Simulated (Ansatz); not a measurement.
Te2Mo, 12 atoms in the cell. The cell holds a slab with vacuum, 12 atoms: a = 3.561 Å, b = 3.561 Å, c = 38.990 Å, α = 90.00°, β = 90.00°, γ = 120.00°. 

| Property | Result |
| --- | --- |
| Program | Ansatz 0.2.0 |
| Task | single point |
| Functional | PBE |
| Potentials or basis | Ansatz PAW |
| Cutoff | 420 eV (not typed: the program's choice for these potentials) |
| k mesh | 9 × 9 × 1 |
| Occupations | gaussian, width 0.012 eV |
| Spin | no spin polarisation |

Potentials or basis: Ansatz PAW.

The run is started by

```console
$ ansatz run input.yaml --threads 4 --pin off --max-ram 11264MiB --backend cpu --events-out ev --progress --plain --runs-dir out
```

Hardware: 4 threads of Arm Neoverse V1 (shared host).

Problem. Estimate the wall time of this run.

Solution. It took 9.7 s on 4 threads of Arm Neoverse V1, on a shared host, peak memory 1.5 GiB. Counts: scf iterations 10, plane waves 8237, k points 12, bands 111.
